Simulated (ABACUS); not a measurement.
# BN (R3m) in ABACUS: further runs

The runs below take BN through band structure, equation of state, with revPBE.

Program: ABACUS 3.10.1. These are calculated values, not measurements. Logs are shortened: lines on timing, memory, paths and dates and some standing lists are left out, and cuts for length are marked.

## 1. Starting point

It takes space group R3m (No. 160, trigonal). The conventional cell has a = 2.502 Å, b = 2.502 Å, c = 10.119 Å, α = 90.00°, β = 90.00°, γ = 120.00°. N (site symmetry 3m) has 3 B at 1.44 Å as nearest neighbours. B (site symmetry 3m) has 3 N at 1.44 Å as nearest neighbours.

The cell is a database's computed one.

## 2. Band structure, revPBE

The input, INPUT:

```
INPUT_PARAMETERS
suffix              BN
calculation         nscf
basis_type          pw
pseudo_dir          ./
symmetry            -1
dft_functional      revpbe
ecutwfc             84.0
pseudo_rcut         7
nspin               1
nbands              14
ks_solver           dav
smearing_method     fd
smearing_sigma      0.00367493
scf_thr             1e-08
scf_nmax            100
mixing_type         broyden
mixing_beta         0.7
init_chg            file
pw_diag_thr         1e-07
out_band            1
kpar                4
```

The input, STRU:

```
ATOMIC_SPECIES
N 14.0070 N_ONCV_PBE-1.2.upf
B 10.8100 B_ONCV_PBE-1.2.upf

LATTICE_CONSTANT
1.8897261246

LATTICE_VECTORS
1.2511217832 0.7223354983 3.3729344033
-1.2511217832 0.7223354983 3.3729344033
0.0000000000 -1.4446709966 3.3729344033

ATOMIC_POSITIONS
Direct

N
0.0
1
0.6672382000 0.6672382000 0.6672382000 1 1 1

B
0.0
1
0.0003288000 0.0003288000 0.0003288000 1 1 1
```

The input, KPT:

```
K_POINTS
13
Line
0.00000000 0.00000000 0.00000000 10 // G
0.50000000 0.00000000 0.00000000 10 // L
0.50000000 0.19724198 -0.19724198 1 // B1
0.80275802 0.50000000 0.19724198 10 // B
0.50000000 0.50000000 0.50000000 10 // Z
0.00000000 0.00000000 0.00000000 10 // G
0.34862099 0.00000000 -0.34862099 1 // X
0.65137901 0.34862099 0.00000000 10 // Q
0.50000000 0.50000000 0.00000000 10 // F
0.65137901 0.65137901 0.19724198 10 // P1
0.50000000 0.50000000 0.50000000 1 // Z
0.50000000 0.00000000 0.00000000 10 // L
0.80275802 0.34862099 0.34862099 1 // P
```

Potentials or basis: SG15 ONCV 1.2 PBE, plane waves.

On the command line:

```
> OMP_NUM_THREADS=1 mpirun -np 4 abacus > log
```

running log:

```text
ABACUS v3.10.1

               Atomic-orbital Based Ab-initio Computation at UStc

 ------------------------------------------------------------------------------------

 READING GENERAL INFORMATION
                           global_out_dir = OUT.BN/
                           global_in_card = INPUT
                               pseudo_dir = ./
                              orbital_dir =
                                    DSIZE = 4
                                    GSIZE = 1
[... 5 lines left out ...]

 READING ATOM TYPE 1
                               atom label = N
                      L=0, number of zeta = 1
                      L=1, number of zeta = 1
                      L=2, number of zeta = 1
             number of atom for this type = 1

 READING ATOM TYPE 2
                               atom label = B
                      L=0, number of zeta = 1
                      L=1, number of zeta = 1
                      L=2, number of zeta = 1
             number of atom for this type = 1

                        TOTAL ATOM NUMBER = 2
DIRECT COORDINATES
    atom                   x                   y                   z     mag                  vx                  vy                  vz
taud_N1            0.6672382000        0.6672382000        0.6672382000  0.0000        0.0000000000        0.0000000000        0.0000000000
taud_B1            0.0003288000        0.0003288000        0.0003288000  0.0000        0.0000000000        0.0000000000        0.0000000000

                          Volume (Bohr^3) = 123.422
                             Volume (A^3) = 18.2893

 Lattice vectors: (Cartesian coordinate: in unit of a_0)
             +1.25112           +0.722335            +3.37293
             -1.25112           +0.722335            +3.37293
                   +0            -1.44467            +3.37293
 Reciprocal vectors: (Cartesian coordinate: in unit of 2 pi/a_0)
            +0.399641           +0.230733          +0.0988259
            -0.399641           +0.230733          +0.0988259
                   +0           -0.461466          +0.0988259
 The esolver type has been set to : ksdft_pw

                PAO radial cut off (Bohr) = 7

 Read in pseudopotential file is N_ONCV_PBE-1.2.upf
                     pseudopotential type = NC
          exchange-correlation functional = PBE
                 nonlocal core correction = 0
                        valence electrons = 5
                                     lmax = 1
                           number of zeta = 0
                     number of projectors = 4
                           L of projector = 0
                           L of projector = 0
                           L of projector = 1
                           L of projector = 1
 XC functional updated to : revpbe
          exchange-correlation functional = REVPBE
                PAO radial cut off (Bohr) = 7

 Read in pseudopotential file is B_ONCV_PBE-1.2.upf
                     pseudopotential type = NC
          exchange-correlation functional = PBE
                 nonlocal core correction = 0
                        valence electrons = 3
                                     lmax = 1
                           number of zeta = 0
                     number of projectors = 4
                           L of projector = 0
                           L of projector = 0
                           L of projector = 1
                           L of projector = 1
 XC functional updated to : revpbe
          exchange-correlation functional = REVPBE
     initial pseudo atomic orbital number = 0

 SETUP THE ELECTRONS NUMBER
             electron number of element N = 5
[... 87 lines left out ...]
 PARALLEL PW FOR WAVE FUNCTIONS
     PROC   COLUMNS(POT)             PW
        1            251           2187
 --------------- sum -------------------
        1            251           2187

 SETUP NONLOCAL PSEUDOPOTENTIALS IN PLANE WAVE BASIS
 N non-local projectors:
 projector 1 L=0
 projector 2 L=0
 projector 3 L=1
 projector 4 L=1
 B non-local projectors:
 projector 1 L=0
 projector 2 L=0
 projector 3 L=1
 projector 4 L=1
      TOTAL NUMBER OF NONLOCAL PROJECTORS = 16

 Init Non-Local PseudoPotential table :
 Init Non-Local-Pseudopotential done.

                                     npwx = 1613

 -------------------------------------------
 NONSELF-CONSISTENT
 -------------------------------------------
                                 init_chg = file
 try to read charge from file
 Read in the charge density: OUT.BN//BN-CHARGE-DENSITY.restart

 PW ALGORITHM --------------- ION=   1  ELEC=   1--------------------------------
 k(1/94) Iter steps (avg)=17 threshold=1e-07
 k(2/94) Iter steps (avg)=22 threshold=1e-07
 k(3/94) Iter steps (avg)=20 threshold=1e-07
 k(4/94) Iter steps (avg)=19 threshold=1e-07
 k(5/94) Iter steps (avg)=18 threshold=1e-07
 k(6/94) Iter steps (avg)=16 threshold=1e-07
 k(7/94) Iter steps (avg)=16 threshold=1e-07
 k(8/94) Iter steps (avg)=14 threshold=1e-07
 k(9/94) Iter steps (avg)=14 threshold=1e-07
 k(10/94) Iter steps (avg)=14 threshold=1e-07
[... 4 lines left out ...]
 k(15/94) Iter steps (avg)=15 threshold=1e-07
 k(16/94) Iter steps (avg)=16 threshold=1e-07
 k(17/94) Iter steps (avg)=23 threshold=1e-07
 k(18/94) Iter steps (avg)=18 threshold=1e-07
 k(19/94) Iter steps (avg)=14 threshold=1e-07
 k(20/94) Iter steps (avg)=15 threshold=1e-07
 k(21/94) Iter steps (avg)=13 threshold=1e-07
 k(22/94) Iter steps (avg)=13 threshold=1e-07
 k(23/94) Iter steps (avg)=15 threshold=1e-07
 k(24/94) Iter steps (avg)=15 threshold=1e-07
[... levels at 24 k points of this process ...]

 Density error is 0.00000000000
                          Error Threshold = 1.00000000000e-07
----------------------------------------------------------
     Energy           Rydberg                 eV
----------------------------------------------------------
 E_KohnSham     -25.7017789073       -349.6906418752
 E_KS(sigma->0) -25.7017789073       -349.6906418752
 E_Harris       -25.7017789073       -349.6906418752
 E_band         -1.4025935026        -19.0832636130
 E_one_elec     -8.7649503434        -119.2532673573
 E_Hartree      8.4949978726         115.5803755647
 E_xc           -7.4110615570        -100.8326654034
 E_Ewald        -18.0207648795       -245.1850846792
 E_entropy(-TS) 0.0000000000         0.0000000000
 E_descf        0.0000000000         0.0000000000
 E_exx          0.0000000000         0.0000000000
 E_Fermi        0.4749533730         6.4620721567
----------------------------------------------------------

 charge density convergence is achieved
 final etot is -349.69064188 eV
 EFERMI = 6.4620721567 eV

 STATE ENERGY(eV) AND OCCUPATIONS    NSPIN == 1
 1/24 kpoint (Cartesian) = 0.0000 0.0000 0.0000 (1579 pws)
       1       -13.1309      0.0212766
       2       0.416444      0.0212766
       3        3.26695      0.0212766
       4        3.26695      0.0212766
       5        10.0705    9.66740e-34
       6        16.2829    1.05917e-87
       7        16.2829    1.05917e-87
       8        17.7083        0.00000
       9        19.4143        0.00000
      10        30.7050        0.00000
      11        32.7303        0.00000
      12        33.9126        0.00000
      13        33.9126        0.00000
      14        36.6666        0.00000
[... 66 lines left out ...]
       1       -11.9490      0.0212766
       2      -0.502674      0.0212766
       3        1.64670      0.0212766
       4        1.72580      0.0212766
       5        12.0625    4.82098e-51
       6        14.3458    7.09556e-71
       7        16.0996    4.14471e-86
       8        20.7525        0.00000
       9        21.9685        0.00000
      10        25.8844        0.00000
      11        28.7814        0.00000
      12        31.4930        0.00000
      13        34.3829        0.00000
      14        37.4183        0.00000

[... levels at 18 further k points ...]

 --------------------------------------------
 !FINAL_ETOT_IS -349.6906418752101 eV
 --------------------------------------------

 Output bands in file: OUT.BN/BANDS_1.dat
```

It took 9.8 s on 4 MPI ranks of Intel Xeon Platinum 8223CL at 3.00GHz (Skylake/Cascade Lake), shared host; peak memory 0.36 GiB.

Results:

| Quantity | Value |
| --- | --- |
| Band gap along the path | 4.34 eV, indirect (least direct gap 4.75 eV) |

Levels at the corners of the path, in eV from the Fermi level:
| point | band 1 | band 2 | band 3 | band 4 | band 5 | band 6 | band 7 | band 8 |
| --- | --- | --- | --- | --- | --- | --- | --- | --- |
| Γ | -19.59 | -6.05 | -3.20 | -3.20 | 3.61 | 9.82 | 9.82 | 11.25 |
| L | -16.42 | -10.79 | -6.00 | -2.47 | 3.49 | 8.18 | 11.49 | 13.38 |
| B1 | -15.88 | -9.82 | -8.76 | -2.22 | 3.01 | 10.83 | 12.44 | 14.27 |
| B | -15.88 | -9.82 | -8.76 | -2.22 | 3.01 | 10.83 | 12.44 | 14.27 |
| Z | -19.34 | -7.93 | -3.21 | -3.21 | 8.38 | 9.75 | 9.75 | 10.46 |
| Γ | -19.59 | -6.05 | -3.20 | -3.20 | 3.61 | 9.82 | 9.82 | 11.25 |
| X | -15.82 | -9.80 | -8.94 | -1.97 | 2.85 | 10.76 | 12.22 | 14.76 |
| Q | -15.82 | -9.80 | -8.94 | -1.97 | 2.85 | 10.76 | 12.22 | 14.76 |
| F | -16.36 | -10.67 | -6.05 | -3.02 | 2.53 | 8.17 | 12.62 | 15.90 |
| P1 | -16.47 | -10.53 | -6.00 | -3.33 | 3.22 | 8.23 | 12.71 | 14.94 |
| Z | -19.34 | -7.93 | -3.21 | -3.21 | 8.38 | 9.75 | 9.75 | 10.46 |
| L | -16.42 | -10.79 | -6.00 | -2.47 | 3.49 | 8.18 | 11.49 | 13.38 |
| P | -16.47 | -10.53 | -6.00 | -3.33 | 3.22 | 8.23 | 12.71 | 14.94 |

Caveat: the density is read from an earlier self-consistent run, whose mesh may be coarse.

(Part 1 of 2 ends here.)
